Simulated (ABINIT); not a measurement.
Planning a run of ABINIT 10.8.3 on MgO (Fm-3m). The input:

```
acell 3*1.0 Angstrom
rprim 
  -0.000000000000 2.097001392700 2.097001392700
  2.097001392700 -0.000000000000 2.097001392700
  2.097001392700 2.097001392700 -0.000000000000
ntypat 2
znucl 12 8
natom 2
typat 1 2
xred 
  0.000000000000 0.000000000000 0.000000000000
  0.500000000000 0.500000000000 0.500000000000
pp_dirpath "pseudos"
pseudos "Mg.upf, O.upf"
ecut 38
ngkpt 10 10 10
nshiftk 1
shiftk 0 0 0
kptopt 1
chksymbreak 0
istwfk *1
occopt 1
irdwfk 1
optdriver 4
nband 100
gwcalctyp 0
ecutsigx 38
symsigma 1
nkptgw 3
kptgw 
  0.0000000000 0.0000000000 0.0000000000
  0.5000000000 0.0000000000 0.0000000000
  0.5000000000 0.5000000000 0.0000000000
bdgw 
  6 12
  7 10
  7 10
ecuteps 7.48
irdscr 1
ppmodel 1
indata_prefix "in"
outdata_prefix "out"
tmpdata_prefix "tmp"
```

```sh
OMP_NUM_THREADS=1 mpirun -n 4 abinit run.abi > log
```

Question: How long will it take on 4 MPI ranks of Arm Neoverse V2, shared host, and how much memory?

It took 22 s; on shared hardware allow 11 s to 44 s. Peak host memory was 1.7 GiB.

[Paths, hosts, dates, memory and timing lines, banners, echoed tables and standing remarks are left out of the program output.]

[Logs are printed without paths, hosts, clocks, repeated set-up lines and the standing remarks that a program may print on its own settings, such as how far it seeks lower states.]

[Runs of the session that timed out or met a known fault of the program may be left out.]

[Hosts, paths, dates, database ids (printed as entryN), source tags and the programs' standing remarks are cut or masked in the printed files.]

[G0W0 gaps are taken among the corrected bands and points alone; a level outside them can change the order at an edge.]

[Where Ansatz stands beside ABINIT at settings called matched, ABINIT's density can come from a denser mesh and the files from another edition; pairs whose starting gaps differed by over 0.03 eV were left out, so agreement reads better than it is.]
